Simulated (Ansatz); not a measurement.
C under changes of volume

One of the cells (23.218 Å³/atom); the others are scaled copies at fixed shape and fractional positions:

```
CELL_PARAMETERS angstrom
4.25517 0.00000 0.00000
0.00000 4.25517 0.00000
0.00000 0.00000 1.28229
ATOMIC_POSITIONS crystal
C 0.50000 0.50000 0.50000
```

The cell was built by a generator and needn't be a form met in nature.

```yaml
Program: Ansatz 0.2.0
Functional: PBE
Potentials_or_basis: Ansatz PAW
Cutoff: "420 eV (not typed: the program's choice for these potentials)"
k_mesh: 6 × 6 × 20
Occupations: fermi-dirac, width 0.05 eV
Spin: no spin polarisation
```

```tsv
volume (Å³/atom)	energy over the lowest point (meV/atom)	pressure (GPa)
21.825	28.80	6.8
22.289	12.77	4.4
22.753	?	?
23.218	0.00	0.2
23.682	2.31	-1.6
24.146	9.67	-3.3
24.611	21.69	-4.9
```

Task: What does the run at 22.753 Å³/atom give?

Result: Energy over the lowest point 3.36 meV/atom; pressure 2.2 GPa.

Worked out: A Birch-Murnaghan fit of order 3 (a polynomial in V^(-2/3)) to the other rows has its minimum at 23.25 Å³/atom with B0 = V·E''(V) = 96 GPa and B' = 3.5 at fixed shape and positions, which overstates the stiffness. It gives 3.35 meV/atom at 22.753 Å³/atom, against the run's 3.36, and -dE/dV = 2.2 GPa, against 2.2.

Energies are extrapolated to zero smearing.
